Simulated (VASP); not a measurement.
# Lu (Fm-3m) in VASP: a series of runs

One crystal, Lu, is run at these levels: PBE; tasks: single point.

All numbers are computed with VASP 6.6.1; they aren't measurements. Logs are shortened: lines on timing, memory, paths and dates and some standing lists are left out, and cuts for length are marked.

## (1) The structure

It takes space group Fm-3m (No. 225, cubic). The conventional cell has a = 4.915 Å, b = 4.915 Å, c = 4.915 Å, α = 90.00°, β = 90.00°, γ = 90.00°. Lu (site symmetry m-3m) has 12 Lu at 3.48 Å as nearest neighbours.

The cell was built by a generator and needn't be a form met in nature.

## (2) Single point, PBE

Input file INCAR:

```
ALGO     = Normal         # electronic algorithm
EDIFF    = 1E-6           # SCF threshold, eV
ENCUT    = 520            # plane-wave cutoff, eV
GGA      = PE             # functional
ISIF     = 2              # what is computed and relaxed
ISMEAR   = 0              # smearing method
LASPH    = True           # aspherical terms in the spheres
LCHARG   = False          # write CHGCAR
LREAL    = False          # projectors in reciprocal space
LWAVE    = False          # write WAVECAR
NBANDS   = 18             # bands
NELM     = 100            # most SCF steps
PREC     = Accurate       # precision mode
SIGMA    = 0.05           # smearing width, eV
```

Input file KPOINTS:

```
k-points
0
Gamma
  8 8 8
```

Input file POSCAR:

```
Lu
1.0
    0.0000000000      2.4573884971      2.4573884971
    2.4573884971      0.0000000000      2.4573884971
    2.4573884971      2.4573884971      0.0000000000
Lu
1
Direct
    0.0000000000      0.0000000000      0.0000000000
```

Potentials or basis: VASP PAW PBE potentials, release 64 (Lu).

Started as:

```
> cat potpaw_PBE.64/Lu/POTCAR > POTCAR
> mpirun -np 1 vasp_std > vasp.out
```

OUTCAR:

```text
EDIFF = 1E-6
   ENCUT = 520
   GGA = PE
   ISIF = 2
   ISMEAR = 0
   LASPH = True
   LREAL = False
   NELM = 100
   PREC = Accurate

 ion  position               nearest neighbor table
   1  0.000  0.000  0.000-

  LATTYP: Found a face centered cubic cell.
 ALAT       =     4.9147769942

  Lattice vectors:

 A1 = (   0.0000000000,   2.4573884971,   2.4573884971)
 A2 = (   2.4573884971,   0.0000000000,   2.4573884971)
 A3 = (   2.4573884971,   2.4573884971,   0.0000000000)

Analysis of symmetry for initial positions (statically):
=====================================================================
 Subroutine PRICEL returns:
 Original cell was already a primitive cell.

 Routine SETGRP: Setting up the symmetry group for a
 face centered cubic supercell.

 Subroutine GETGRP returns: Found 48 space group operations
 (whereof 48 operations were pure point group operations)
 out of a pool of 48 trial point group operations.

The static configuration has the point symmetry O_h .

Analysis of symmetry for dynamics (positions and initial velocities):
=====================================================================
 Subroutine PRICEL returns:
 Original cell was already a primitive cell.

 Routine SETGRP: Setting up the symmetry group for a
 face centered cubic supercell.

 Subroutine GETGRP returns: Found 48 space group operations
 (whereof 48 operations were pure point group operations)
 out of a pool of 48 trial point group operations.

The dynamic configuration has the point symmetry O_h .

 Subroutine INISYM returns: Found 48 space group operations
 (whereof 48 operations are pure point group operations),
 and found     1 'primitive' translations

----------------------------------------------------------------------------------------

                                     Primitive cell

  volume of cell :      29.6792

  direct lattice vectors                    reciprocal lattice vectors
     0.000000000  2.457388497  2.457388497    -0.203468031  0.203468031  0.203468031
     2.457388497  0.000000000  2.457388497     0.203468031 -0.203468031  0.203468031
     2.457388497  2.457388497  0.000000000     0.203468031  0.203468031 -0.203468031

  length of vectors
     3.475272141  3.475272141  3.475272141     0.352416968  0.352416968  0.352416968

  position of ions in fractional coordinates (direct lattice)
     0.000000000  0.000000000  0.000000000

  ion indices of the primitive-cell ions
   primitive index   ion index
                 1           1

----------------------------------------------------------------------------------------

 KPOINTS: k-points

Automatic generation of k-mesh.
 Grid dimensions read from file:
 generate k-points for:    8    8    8

 Generating k-lattice:

  Cartesian coordinates                     Fractional coordinates (reciprocal lattice)
    -0.025433504  0.025433504  0.025433504     0.125000000  0.000000000  0.000000000
     0.025433504 -0.025433504  0.025433504     0.000000000  0.125000000  0.000000000
     0.025433504  0.025433504 -0.025433504     0.000000000  0.000000000  0.125000000

  Length of vectors
     0.044052121  0.044052121  0.044052121

  Shift w.r.t. Gamma in fractional coordinates (k-lattice)
     0.000000000  0.000000000  0.000000000

 Subroutine IBZKPT returns following result:
 ===========================================

 Found     29 irreducible k-points:

 Following reciprocal coordinates:
            Coordinates               Weight
  0.000000  0.000000  0.000000      1.000000
  0.125000  0.000000  0.000000      8.000000
  0.250000  0.000000  0.000000      8.000000
  0.375000  0.000000  0.000000      8.000000
  0.500000  0.000000  0.000000      4.000000
  0.125000  0.125000  0.000000      6.000000
[... 16 lines left out ...]
  0.500000  0.250000  0.125000     48.000000
 -0.375000  0.250000  0.125000     24.000000
 [... further k-points ...]
   k-points           NKPTS =     29   k-points in BZ     NKDIM =     29   number of bands    NBANDS=     18
   number of dos      NEDOS =    301   number of ions     NIONS =      1
   total plane-waves  NPLWV =  21952
   dimension x,y,z NGX =    28 NGY =   28 NGZ =   28
   dimension x,y,z NGXF=    56 NGYF=   56 NGZF=   56
   ions per type =               1
   NGX,Y,Z   is equivalent  to a cutoff of  13.39, 13.39, 13.39 a.u.
   NGXF,Y,Z  is equivalent  to a cutoff of  26.79, 26.79, 26.79 a.u.
 SYSTEM =  unknown system
   PREC   = accura    normal or accurate (medium, high low for compatibility)
   ISTART =      0    job   : 0-new  1-cont  2-samecut
   ICHARG =      2    charge: 1-file 2-atom 10-const
   ISPIN  =      1    spin polarized calculation?
   LNONCOLLINEAR =      F non collinear calculations
   LSORBIT =      F    spin-orbit coupling
   LASPH  =      T    aspherical Exc in radial PAW
   ENCUT  =  520.0 eV  38.22 Ry    6.18 a.u.   6.46  6.46  6.46*2*pi/ulx,y,z
   NELM   =    100;   NELMIN=  2; NELMDL= -5     # of ELM steps
   EDIFF  = 0.1E-05   stopping-criterion for ELM
[... 8 lines left out ...]
   TEBEG  =    0.0;   TEEND  =   0.0 temperature during run
   PSTRESS=    0.0 pullay stress
   NELECT =      25.0000    total number of electrons
   NUPDOWN=      -1.0000    fix difference up-down
   EMIN   =  10.00;   EMAX   =-10.00  energy-range for DOS
   EFERMI =   0.00;   METHOD = LEGACY
   ISMEAR =     0;   SIGMA  =   0.05  broadening in eV -4-tet -1-fermi 0-gaus
   EFERMI_NEDOS =   21; number of points for ismear=-14 and -15
   IALGO  =     38    algorithm
   IMIX   =      4    mixing-type and parameters
     AMIX     =   0.40;   BMIX     =  1.00
     AMIX_MAG =   1.60;   BMIX_MAG =  1.00
  volume/ion in A,a.u.               =      29.68       200.28
  Fermi-wavevector in a.u.,A,eV,Ry     =   1.546100  2.921706 32.523725  2.390426
  Thomas-Fermi vector in A             =   2.651385
   LORBIT       =      0    0 simple, 1 ext, 2 COOP (PROOUT), +10 PAW based schemes
   GGA     = PE    functional components
   LHFCALC =     F    Hartree Fock is set to
   AEXX    =    0.0000 exact exchange contribution
   IVDW    =     0    specifies the selected vdW correction
   LEPSILON=     F    determine dielectric tensor
   LRPA    =     F    only Hartree local field effects (RPA)
 non-spin polarized calculation
 Gauss-broadening in eV      SIGMA  =   0.05
  energy-cutoff  :      520.00
  volume of cell :       29.68
 maximum number of plane-waves:       821
 NGX is ok and might be reduce to    28
   NGX = 13   NGY = 13   NGZ = 13

 number of electron      24.9999998 magnetization

 Free energy of the ion-electron system (eV)
  ---------------------------------------------------
  ext. energy  EPLUGINS =         0.00000000
  ---------------------------------------------------
  free energy    TOTEN  =        -4.47622155 eV

  energy without entropy =       -4.47369065  energy(sigma->0) =       -4.47495610

 E-fermi :   2.2258     XC(G=0): -10.5706

 val. band max:        2.1834521388   @ k =   0.3750   0.2500   0.0000
 cond. band min:       2.2443085090   @ k =   0.5000   0.1250   0.0000
 fundamental gap:      0.0608563702
 Fermi energy:         2.2257660812

 k-point     1 :       0.0000    0.0000    0.0000
  band No.  band energies     occupation
      1     -54.0547      2.00000
      2     -24.4904      2.00000
      3     -24.4904      2.00000
      4     -24.4904      2.00000
      5      -3.8227      2.00000
      6      -2.8520      2.00000
[... 10 lines left out ...]
     17       6.7615      0.00000
     18      12.3820      0.00000

 k-point     2 :       0.1250    0.0000    0.0000
  band No.  band energies     occupation
      1     -54.0508      2.00000
      2     -24.5610      2.00000
      3     -24.4997      2.00000
      4     -24.4997      2.00000
      5      -3.4053      2.00000
      6      -2.8441      2.00000
[... 10 lines left out ...]
     17       6.5687      0.00000
     18      13.2394      0.00000

 k-point     3 :       0.2500    0.0000    0.0000
  band No.  band energies     occupation
      1     -54.0413      2.00000
      2     -24.7275      2.00000
      3     -24.5220      2.00000
      4     -24.5220      2.00000
      5      -2.8320      2.00000
      6      -2.8040      2.00000
[... 10 lines left out ...]
     17       6.7343      0.00000
     18      12.0923      0.00000

 k-point     4 :       0.3750    0.0000    0.0000
  band No.  band energies     occupation
      1     -54.0318      2.00000
      2     -24.8886      2.00000
      3     -24.5442      2.00000
      4     -24.5442      2.00000
      5      -2.8358      2.00000
      6      -2.8002      2.00000
[... 10 lines left out ...]
     17       7.7750      0.00000
     18      10.7762      0.00000

 k-point     5 :       0.5000    0.0000    0.0000
  band No.  band energies     occupation
      1     -54.0278      2.00000
      2     -24.9538      2.00000
      3     -24.5534      2.00000
      4     -24.5534      2.00000
      5      -2.8391      2.00000
      6      -2.8091      2.00000
[... 10 lines left out ...]
     17       8.4790      0.00000
     18      10.1177      0.00000

 k-point     6 :       0.1250    0.1250    0.0000
  band No.  band energies     occupation
      1     -54.0495      2.00000
      2     -24.5592      2.00000
      3     -24.5153      2.00000
      4     -24.5153      2.00000
      5      -3.2664      2.00000
      6      -2.8409      2.00000
[... 307 lines left out ...]
 k-point    21 :       0.5000    0.5000    0.0000
  band No.  band energies     occupation
      1     -54.0190      2.00000
      2     -24.9259      2.00000
      3     -24.6587      2.00000
      4     -24.6587      2.00000
      5      -2.8048      2.00000
      6      -2.7930      2.00000
[... 10 lines left out ...]
     17       8.9833      0.00000
     18      10.3910      0.00000

 k-point    22 :       0.3750    0.2500    0.1250
  band No.  band energies     occupation
      1     -54.0342      2.00000
      2     -24.7675      2.00000
      3     -24.6076      2.00000
      4     -24.5509      2.00000
      5      -2.8085      2.00000
      6      -2.8077      2.00000
[... 10 lines left out ...]
     17       8.0617      0.00000
     18      12.8127      0.00000

 k-point    23 :       0.5000    0.2500    0.1250
  band No.  band energies     occupation
      1     -54.0266      2.00000
      2     -24.8537      2.00000
      3     -24.6589      2.00000
      4     -24.5776      2.00000
      5      -2.8145      2.00000
      6      -2.8076      2.00000
[... 10 lines left out ...]
     17       8.9763      0.00000
     18      10.6503      0.00000

 k-point    24 :      -0.3750    0.2500    0.1250
  band No.  band energies     occupation
      1     -54.0234      2.00000
      2     -24.8904      2.00000
      3     -24.6752      2.00000
      4     -24.5921      2.00000
      5      -2.8154      2.00000
      6      -2.8144      2.00000
[... 10 lines left out ...]
     17       9.2696      0.00000
     18       9.4408      0.00000

 [... further k-points ...]
[... 5 lines left out ...]
  --------------------------------------------------------------------------------------
  -------------------------------------------------------------------------------------
  Total       -0.2497566     -0.2497566     -0.2497566      0.0000000      0.0000000     -0.0000000
  in kB      -13.4826780    -13.4826780    -13.4826780      0.0000000      0.0000000     -0.0000000
  external PRESSURE =     -13.4826780 kB  Pullay stress =       0.0000000 kB

 VOLUME and BASIS-vectors are now :
 -----------------------------------------------------------------------------
  energy-cutoff  :      520.00
  volume of cell :       29.68
      direct lattice vectors                 reciprocal lattice vectors
     0.000000000  2.457388497  2.457388497    -0.203468031  0.203468031  0.203468031
     2.457388497  0.000000000  2.457388497     0.203468031 -0.203468031  0.203468031
     2.457388497  2.457388497  0.000000000     0.203468031  0.203468031 -0.203468031

 POSITION                                       TOTAL-FORCE (eV/Angst)
 -----------------------------------------------------------------------------------
      0.00000      0.00000      0.00000         0.000000      0.000000      0.000000
 -----------------------------------------------------------------------------------
    total drift:                               -0.000000     -0.000000     -0.000000

  FREE ENERGIE OF THE ION-ELECTRON SYSTEM (eV)
  ---------------------------------------------------
  free  energy   TOTEN  =        -4.4762215492 eV

  energy  without entropy=       -4.4736906501  energy(sigma->0) =       -4.47495610
```

It took 8.4 s on 1 thread of Intel Xeon 6975P-C (Granite Rapids), shared host; peak memory 0.17 GiB.

Results:

```yaml
Free_energy: -4.4762 eV
Pressure: -1.3 GPa
Band_gap_on_the_k_mesh: none (metal or under the smearing width)
```

The run has no spin-orbit coupling, so splittings on Lu are missing.

## (3) Single point, PBE

This run uses another cell than the first one, of 28.46 Å³/atom, 0.959 times its volume.

Input file INCAR:

```
ALGO = Normal
EDIFF = 1E-7
ENCUT = 520
GGA = PE
ISIF = 2
ISMEAR = 0
LASPH = True
LCHARG = False
LREAL = False
LWAVE = False
NBANDS = 18
NELM = 100
PREC = Accurate
SIGMA = 0.05
```

KPOINTS is that of step 2.

Input file POSCAR:

```
Lu
1.0
    0.0000000000      2.4233962504      2.4233962504
    2.4233962504      0.0000000000      2.4233962504
    2.4233962504      2.4233962504      0.0000000000
Lu
1
Direct
    0.0000000000      0.0000000000      0.0000000000
```

Potentials or basis: VASP PAW PBE potentials, release 64 (Lu).

Started as:

```
> cat potpaw_PBE.64/Lu/POTCAR > POTCAR
> mpirun -np 1 vasp_std > vasp.out
```

It took 9.6 s on 1 thread of Intel Xeon 6975P-C (Granite Rapids), shared host; peak memory 0.17 GiB.

Results (log left out):

```
Free energy            : -4.4801 eV
Pressure               : 0.3 GPa
Band gap on the k mesh : none (metal or under the smearing width)
```

Levels at points of the mesh, in eV from the Fermi level:
| k point | band 8 | band 9 | band 10 | band 11 | band 12 | band 13 | band 14 | band 15 | band 16 | band 17 |
| --- | --- | --- | --- | --- | --- | --- | --- | --- | --- | --- |
| (0.00, 0.00, 0.00) | -4.97 | -4.97 | -4.89 | -4.89 | -4.89 | 2.24 | 2.24 | 2.24 | 4.68 | 4.68 |
| (0.50, 0.00, 0.00) | -4.93 | -4.91 | -4.91 | -4.88 | -2.66 | 0.34 | 2.02 | 2.02 | 6.50 | 6.50 |
| (0.50, 0.50, 0.00) | -4.94 | -4.92 | -4.92 | -4.91 | -2.12 | -0.89 | 1.97 | 6.52 | 7.03 | 7.03 |

Spin-orbit coupling is left out, which matters for the levels of Lu.
